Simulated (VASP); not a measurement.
# BN (F-43m) in VASP: Born charges and dielectric tensor with PBE

Aim: the Born charges and dielectric tensor of BN with PBE.

Program: VASP 6.6.1. These are calculated values, not measurements. Logs are shortened: lines on timing, memory, paths and dates and some standing lists are left out, and cuts for length are marked.

## 1. The structure

Symmetry: F-43m, No. 216, cubic system. Conventional cell: a = 3.628 Å, b = 3.628 Å, c = 3.628 Å, α = 90.00°, β = 90.00°, γ = 90.00°. Around B (site symmetry -43m) lie 4 N at 1.57 Å. Around N (site symmetry -43m) lie 4 B at 1.57 Å.

## 2. Born charges and dielectric tensor, PBE

Contents of INCAR:

```
SYSTEM = BN
PREC = Accurate
ENCUT = 520
EDIFF = 1E-8
ISMEAR = 0
SIGMA = 0.02
LREAL = .False.
LASPH = .True.
NELM = 80
ALGO = Fast
ISIF = 2
LWAVE = .False.
LCHARG = .False.
GGA = PE
LEPSILON = .True.
IBRION = 8
NSW = 1
```

Contents of KPOINTS:

```
regular mesh
0
Gamma
  4 4 4
  0 0 0
```

Contents of POSCAR:

```
BN                                      
1.0
    0.0000000000      1.8137986776      1.8137986776
    1.8137986776      0.0000000000      1.8137986776
    1.8137986776      1.8137986776      0.0000000000
  B               N             
     1     1
Direct
     0.0000000000000000    0.0000000000000000    0.0000000000000000
     0.2500000000000000    0.2500000000000000    0.2500000000000000
```

Potentials or basis: VASP PAW PBE potentials, release 64 (B, N).

Command:

```console
$ cat potpaw_PBE.64/B/POTCAR potpaw_PBE.64/N/POTCAR > POTCAR
$ mpirun -np 1 vasp_std > vasp.out
```

OUTCAR:

```text
SYSTEM = BN
   PREC = Accurate
   ENCUT = 520
   EDIFF = 1E-8
   ISMEAR = 0
   LREAL = .False.
   LASPH = .True.
   NELM = 80
   ISIF = 2
   GGA = PE
   LEPSILON = .True.
   IBRION = 8
   NSW = 1

 ion  position               nearest neighbor table
   1  0.000  0.000  0.000-   2 1.57   2 1.57   2 1.57   2 1.57
   2  0.250  0.250  0.250-   1 1.57   1 1.57   1 1.57   1 1.57

  LATTYP: Found a face centered cubic cell.
 ALAT       =     3.6275973552

  Lattice vectors:

 A1 = (   0.0000000000,   1.8137986776,   1.8137986776)
 A2 = (   1.8137986776,   0.0000000000,   1.8137986776)
 A3 = (   1.8137986776,   1.8137986776,   0.0000000000)

Analysis of symmetry for initial positions (statically):
=====================================================================
 Subroutine PRICEL returns:
 Original cell was already a primitive cell.

 Routine SETGRP: Setting up the symmetry group for a
 face centered cubic supercell.

 Subroutine GETGRP returns: Found 24 space group operations
 (whereof 24 operations were pure point group operations)
 out of a pool of 48 trial point group operations.

The static configuration has the point symmetry T_d .

Analysis of symmetry for dynamics (positions and initial velocities):
=====================================================================
 Subroutine PRICEL returns:
 Original cell was already a primitive cell.

 Routine SETGRP: Setting up the symmetry group for a
 face centered cubic supercell.

 Subroutine GETGRP returns: Found 24 space group operations
 (whereof 24 operations were pure point group operations)
 out of a pool of 48 trial point group operations.

The dynamic configuration has the point symmetry T_d .

 Subroutine INISYM returns: Found 24 space group operations
 (whereof 24 operations are pure point group operations),
 and found     1 'primitive' translations

----------------------------------------------------------------------------------------

                                     Primitive cell

  volume of cell :      11.9343

  direct lattice vectors                    reciprocal lattice vectors
     0.000000000  1.813798678  1.813798678    -0.275664552  0.275664552  0.275664552
     1.813798678  0.000000000  1.813798678     0.275664552 -0.275664552  0.275664552
     1.813798678  1.813798678  0.000000000     0.275664552  0.275664552 -0.275664552

  length of vectors
     2.565098689  2.565098689  2.565098689     0.477465010  0.477465010  0.477465010

  position of ions in fractional coordinates (direct lattice)
     0.000000000  0.000000000  0.000000000
     0.250000000  0.250000000  0.250000000

  ion indices of the primitive-cell ions
   primitive index   ion index
                 1           1
                 2           2

----------------------------------------------------------------------------------------

 KPOINTS: regular mesh

Automatic generation of k-mesh.
 Grid dimensions read from file:
 generate k-points for:    4    4    4

 Generating k-lattice:

[... 220 lines left out ...]
  ---------------------------------------------------
  ---------------------------------------------------
  free energy    TOTEN  =        -0.15191712 eV

  energy without entropy =       -0.15191712

------------------------ aborting loop because EDIFF is reached ----------------------------------------

--------------------------------------- Ionic step        2  -------------------------------------------

------------------------ aborting loop because EDIFF is reached ----------------------------------------

--------------------------------------- Ionic step        3  -------------------------------------------

------------------------ aborting loop because EDIFF is reached ----------------------------------------

 PIEZOELECTRIC TENSOR FIELD DIRECTION 3  (e Angst)
 -----------------------------------------------------------------------------
     0.00020 -0.81313  0.00000           (  0.00000 -0.00346  0.00000)
    -0.81313  0.00020  0.00000           ( -0.00346  0.00000  0.00000)
     0.00000  0.00000 -0.00046           (  0.00000  0.00000 -0.00000)

 PIEZOELECTRIC TENSOR FIELD DIRECTION 3  (C/m^2)
 -----------------------------------------------------------------------------
     0.00026 -1.09163  0.00000
    -1.09163  0.00026  0.00000
     0.00000  0.00000 -0.00062

--------------------------------------- Ionic step        4  -------------------------------------------

------------------------ aborting loop because EDIFF is reached ----------------------------------------

[... ionic steps 5 to 6 ...]

--------------------------------------- Ionic step        7  -------------------------------------------

 Free energy of the ion-electron system (eV)
  ---------------------------------------------------
  ---------------------------------------------------
  free energy    TOTEN  =        -0.23136464 eV

  energy without entropy =       -0.23136464

------------------------ aborting loop because EDIFF is reached ----------------------------------------

 INTERNAL STRAIN TENSOR  FOR ION    2  DIRECTION 1   (eV/Angst):
 -----------------------------------------------------------------------------
    -0.10300  0.00000  0.00000
     0.00000  0.05320 -1.02266
     0.00000 -1.02266  0.05320

 MACROSCOPIC STATIC DIELECTRIC TENSOR (including local field effects in DFT)
 ------------------------------------------------------
           5.268986    -0.000000     0.000000
           0.000000     5.268986    -0.000000
           0.000000    -0.000000     5.268986
 ------------------------------------------------------

 PIEZOELECTRIC TENSOR (including local field effects)  for field in x, y, z        (e  Angst)
          XX          YY          ZZ          XY          YZ          ZX
  --------------------------------------------------------------------------------
  x     0.00000    -0.00000     0.00000     0.00000    -0.81446     0.00000
  y     0.00000     0.00000    -0.00000     0.00000     0.00000    -0.81446
  z    -0.00000     0.00000     0.00000    -0.81446     0.00000     0.00000

 PIEZOELECTRIC TENSOR (including local field effects)  for field in x, y, z        (C/m^2)
          XX          YY          ZZ          XY          YZ          ZX
  --------------------------------------------------------------------------------
  x     0.00000    -0.00000     0.00000     0.00000    -1.09341     0.00000
  y     0.00000     0.00000    -0.00000     0.00000     0.00000    -1.09341
  z    -0.00000     0.00000     0.00000    -1.09341     0.00000     0.00000

 BORN EFFECTIVE CHARGES (including local field effects) (in |e|, cummulative output)
 ---------------------------------------------------------------------------------
 ion    1
    1     2.04317     0.00000     0.00000
    2     0.00000     2.04317    -0.00000
    3     0.00000     0.00000     2.04317
 ion    2
    1    -2.04317    -0.00000    -0.00000
    2    -0.00000    -2.04317     0.00000
    3     0.00000     0.00000    -2.04317

 INTERNAL STRAIN TENSOR FOR ION    2 for displacements in x,y,z  (eV/Angst):
          X           Y           Z          XY          YZ          ZX
  --------------------------------------------------------------------------------
  x     0.00000     0.00000     0.00000     0.00000    -1.02266     0.00000
  y     0.00000     0.00000     0.00000     0.00000     0.00000    -1.02266
  z     0.00000     0.00000     0.00000    -1.02266     0.00000     0.00000

 SECOND DERIVATIVES (NOT SYMMETRIZED)
 ------------------------------------
               1X          1Y          1Z          2X          2Y          2Z
  1X   -23.846183    0.000000    0.000000   23.846183    0.000000    0.000000
  1Y     0.000000  -23.846183    0.000000    0.000000   23.846183    0.000000
  1Z     0.000000    0.000000  -23.846183    0.000000    0.000000   23.846183
  2X    23.851118    0.000000    0.000000  -23.851118    0.000000    0.000000
  2Y     0.000000   23.851118    0.000000    0.000000  -23.851118    0.000000
  2Z     0.000000    0.000000   23.851118    0.000000    0.000000  -23.851118

 Eigenvectors and eigenvalues of the dynamical matrix
 ----------------------------------------------------

   1 f  =   30.909940 THz   194.212884 2PiTHz 1031.044633 cm-1   127.833185 meV
             X         Y         Z           dx          dy          dz
      0.000000  0.000000  0.000000     0.000000    0.751154    0.000000
      0.906899  0.906899  0.906899     0.000000   -0.660127    0.000000
[... 21 lines left out ...]
   6 f/i=    0.001586 THz     0.009965 2PiTHz    0.052900 cm-1     0.006559 meV
             X         Y         Z           dx          dy          dz
      0.000000  0.000000  0.000000     0.000000    0.000000   -0.660127
      0.906899  0.906899  0.906899     0.000000    0.000000   -0.751154

--------------------------------------------------------------------------------------------------------

 MACROSCOPIC STATIC DIELECTRIC TENSOR IONIC CONTRIBUTION
 ------------------------------------------------------
           2.654069     0.000000     0.000000
           0.000000     2.654069    -0.000000
           0.000000    -0.000000     2.654069
 ------------------------------------------------------

 ELASTIC MODULI CONTR FROM IONIC RELAXATION (kBar)
 Direction    XX          YY          ZZ          XY          YZ          ZX
 --------------------------------------------------------------------------------
 XX          -0.0000     -0.0000      0.0000      0.0000     -0.0000      0.0000
 YY          -0.0000     -0.0000     -0.0000      0.0000      0.0000      0.0000
 ZZ           0.0000     -0.0000     -0.0000     -0.0000      0.0000      0.0000
 XY           0.0000      0.0000     -0.0000     -4.8311     -0.0000      0.0000
 YZ          -0.0000      0.0000      0.0000     -0.0000     -4.8311     -0.0000
 ZX           0.0000      0.0000      0.0000      0.0000     -0.0000     -4.8311
 --------------------------------------------------------------------------------

 PIEZOELECTRIC TENSOR IONIC CONTR  for field in x, y, z        (C/m^2)
          XX          YY          ZZ          XY          YZ          ZX
  --------------------------------------------------------------------------------
  x     0.00000    -0.00000    -0.00000    -0.00000     0.10655     0.00000
  y    -0.00000    -0.00000    -0.00000    -0.00000    -0.00000     0.10655
  z    -0.00000    -0.00000     0.00000     0.10655     0.00000    -0.00000
```

Wall time 14 s (1 thread of Intel Xeon 6975P-C (Granite Rapids), shared host); peak memory 0.13 GiB.

Results:

```yaml
Band_gap_on_the_k_mesh: 4.42 eV, indirect (least direct gap 8.74 eV)
Electronic_dielectric_tensor_diagonal: 5.27
Born_charges_mean_of_the_diagonal: B +2.04; N -2.04 e
Highest_phonon_frequency_at_Γ_LO-TO_splitting_left_out: 1031 cm⁻¹
```

Levels at points of the mesh, in eV from the valence-band top:
```tsv
k point	band 2	band 3	band 4	band 5	band 6	band 7
(0.00, 0.00, 0.00)	0.00	0.00	0.00	8.74	8.74	8.74
(0.50, 0.00, 0.00)	-10.61	-1.93	-1.93	9.99	10.62	10.62
(0.50, 0.50, 0.00)	-8.86	-4.86	-4.86	4.42	9.15	17.75
```

Phonon frequencies in cm⁻¹ (negative: imaginary):
```
              q point           frequencies
(0.000, 0.000, 0.000)  0 0 0 1031 1031 1031
```

Electronic dielectric tensor:
```
5.27 0.00 0.00
0.00 5.27 0.00
0.00 0.00 5.27
```

Born effective charge tensors (e):
atom 1, B
```
2.04 0.00 0.00
0.00 2.04 0.00
0.00 0.00 2.04
```
atom 2, N
```
-2.04  0.00  0.00
 0.00 -2.04  0.00
 0.00  0.00 -2.04
```

Caveat: the k mesh is coarse (spacing up to 0.75 Å⁻¹), so the values aren't converged.
